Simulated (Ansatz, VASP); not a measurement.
## WC in VASP and in Ansatz

INCAR

```
PREC     = Accurate       # precision mode
ENCUT    = 520            # plane-wave cutoff, eV
EDIFF    = 1E-6           # SCF threshold, eV
ISMEAR   = 0              # smearing method
SIGMA    = 0.15           # smearing width, eV
LREAL    = False          # projectors in reciprocal space
LASPH    = True           # aspherical terms in the spheres
NELM     = 100            # most SCF steps
ALGO     = Fast           # electronic algorithm
ISIF     = 2              # what is computed and relaxed
LWAVE    = False          # write WAVECAR
LCHARG   = False          # write CHGCAR
GGA      = CA             # functional
NBANDS   = 16             # bands
```

File KPOINTS:

```
regular mesh
0
Gamma
  18 18 18
```

File POSCAR:

```
WC
1.0
    0.0000000000      2.1926840000      2.1926840000
    2.1926840000      0.0000000000      2.1926840000
    2.1926840000      2.1926840000      0.0000000000
W C
1 1
Direct
   -0.1209317179      0.0000000000      0.0000000000
    0.5000000000      0.5000000000      0.5000000000
```

Input for Ansatz:

```yaml
crystal:
  lattice:
    - [0.0, 2.192684, 2.192684]
    - [2.192684, 0.0, 2.192684]
    - [2.192684, 2.192684, 0.0]
  atoms:
    - { symbol: W, position: [-0.1209317179, 0.0, 0.0] }
    - { symbol: C, position: [0.5, 0.5, 0.5] }
basis:
  ecutwfc: 420
kpoints:
  mp_grid: { grid: [18, 18, 18] }
hamiltonian:
  xc: lda
scf:
  occupations: { method: gaussian, width: 0.15 }
output:
  forces: true
  stress: true
  eigenvalues: true
```

Change from the starting cell: all W atoms moved +0.375 Å, as atom 1 towards its neighbour atom 1 (W) at 3.101 Å.

Alike in both runs: task single point; functional LDA; k mesh 18 × 18 × 18; occupations gaussian, width 0.15 eV; no spin polarisation.

```csv
,VASP,Ansatz
version,VASP 6.6.1,Ansatz 0.2.0
potentials or method,"VASP PAW LDA potentials, release 64 (W_sv, C)","scalar-relativistic, plane waves, PAW"
plane-wave cutoff (eV),520,420
valence electrons in the cell,18,18
```

```tsv
	VASP	Ansatz	Ansatz less VASP
gap on the k mesh at the Fermi level (eV)	none	none	-
pressure (GPa)	7.9	5.5	-2.38
largest component of the traceless stress (GPa)	21.77	21.50	-0.265
rms of the force components (eV/Å)	1.966	1.912	-0.0531
```

Atom by atom the forces differ by 0.053 eV/Å (rms over components). A gap of «none» marks a metal or a gap that the smearing closes.

Caveats: forces of over 1 eV/Å show positions far from the minimum, so gaps and moduli don't describe the material at rest. The runs have no spin-orbit coupling, so splittings on W are missing.
